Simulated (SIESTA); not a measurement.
Slab: WS2, a slab with vacuum.

```
CELL_PARAMETERS angstrom
3.18321 0.00000 0.00000
-1.59160 2.75674 0.00000
0.00000 0.00000 23.66876
ATOMIC_POSITIONS crystal
W 0.66667 0.33333 0.36268
W 0.33333 0.66667 0.63732
S 0.66667 0.33333 0.70318
S 0.33333 0.66667 0.42856
S 0.66667 0.33333 0.57144
S 0.33333 0.66667 0.29682
```

Base run:

```yaml
Program: SIESTA 5.4.2
Functional: PBE
Potentials_or_basis: PseudoDojo 0.4 standard (PBE files, fully relativistic)
Basis: DZP (energy shift 0.003 Ry; two zetas on semicore shells)
Grid_cutoff: 800 Ry
Energy_shift: 0.003 Ry
k_mesh: 10 × 10 × 2
Occupations: fermi-dirac, width 0.05 eV
Spin: non-collinear spin, zero start, spin-orbit coupling
Starting_moments: "[[0.0, 0.0, 0.0], [0.0, 0.0, 0.0], [0.0, 0.0, 0.0], [0.0, 0.0, 0.0], [0.0, 0.0, 0.0], [0.0, 0.0, 0.0]] μB"
```

Its results: band gap on the k mesh 1.61 eV, indirect (least direct gap 1.94 eV); largest force 0.613 eV/Å.

Question: The run is repeated on the same cell with these changes: potentials or basis from PseudoDojo 0.4 standard (PBE files, fully relativistic) to PseudoDojo 0.4 standard (PBE files); spin from non-collinear spin, zero start, spin-orbit coupling to no spin polarisation. What comes out?

Answer: Band gap on the k mesh 1.69 eV, indirect (least direct gap 2.18 eV); largest force 0.697 eV/Å.

Spin-orbit coupling splits the band edges, which narrows the gap.

Caveats: the basis of atomic orbitals isn't converged, which shifts pressures, moduli and gaps; spin-orbit coupling is left out, which moves the levels of the heavy elements (some runs).

A k mesh can miss the band edges.
